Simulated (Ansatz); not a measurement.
La in Ansatz: convergence with k mesh

La:

```
CELL_PARAMETERS angstrom
3.77000 0.00000 0.00000
-1.88500 3.26492 0.00000
0.00000 0.00000 12.15900
ATOMIC_POSITIONS crystal
La 0.66667 0.33333 0.25000
La 0.33333 0.66667 0.75000
La 0.00000 0.00000 0.50000
La 0.00000 0.00000 0.00000
```

| Item | Value |
| --- | --- |
| Program | Ansatz 0.2.0 |
| Task | convergence study |
| Functional | HSE06 |
| Potentials or basis | Ansatz PAW |
| Cutoff | 420 eV (not typed: the program's choice for these potentials) |
| k mesh | 3 × 3 × 1 |
| Occupations | methfessel-paxton, width 0.05 eV |
| Spin | no spin polarisation |

These are the settings of the first run; the series varies k mesh, with any setting tied to it.

Hardware: 2 threads of Arm Neoverse V1, on a shared host.

**Question.** The values tried are 3 × 3 × 1, 4 × 4 × 1, 5 × 5 × 2, 6 × 6 × 2, 7 × 7 × 2, 9 × 9 × 3, 11 × 11 × 3, 13 × 13 × 4, loosest first. From which on does the pressure stay within 0.1 GPa of the tightest run that finished?

**Answer.** From 9 × 9 × 3 on.

| k mesh | energy less the tightest run, at zero smearing (meV/atom) | pressure (GPa) | SCF cycles | CPU time (s) | peak memory (GiB) |
| --- | --- | --- | --- | --- | --- |
| 3 × 3 × 1 | -74.03 | -2.52 | 39 | 40 | 0.69 |
| 4 × 4 × 1 | 108.77 | 1.48 | 54 | 74 | 0.85 |
| 5 × 5 × 2 | 35.81 | 1.24 | 36 | 170 | 1.7 |
| 6 × 6 × 2 | -10.62 | 1.04 | 25 | 210 | 2.2 |
| 7 × 7 × 2 | -6.68 | 0.56 | 35 | 310 | 2.7 |
| 9 × 9 × 3 | 4.64 | 1.03 | 40 | 720 | 4.5 |
| 11 × 11 × 3 | 0.00 | 0.94 | 27 | 1200 | 4.9 |
| 13 × 13 × 4 | timed out after 200 s | - | - | - | - |

Not settled before the last step: the energy (to 1 meV/atom). Meshes of other sizes hit other points, so gaps and Fermi surfaces needn't settle smoothly. The tightest run that finished is the yardstick and may itself not be fully converged.

Caveat, for the tightest run too: the magnetic or orbital state may not be the lowest; the PAW data sets come from PBE, with cores solved anew for the run's functional, which leaves a small shift of forces and pressure; the thresholds are loose for stress. Spin-orbit coupling is left out, which matters for the levels of La.
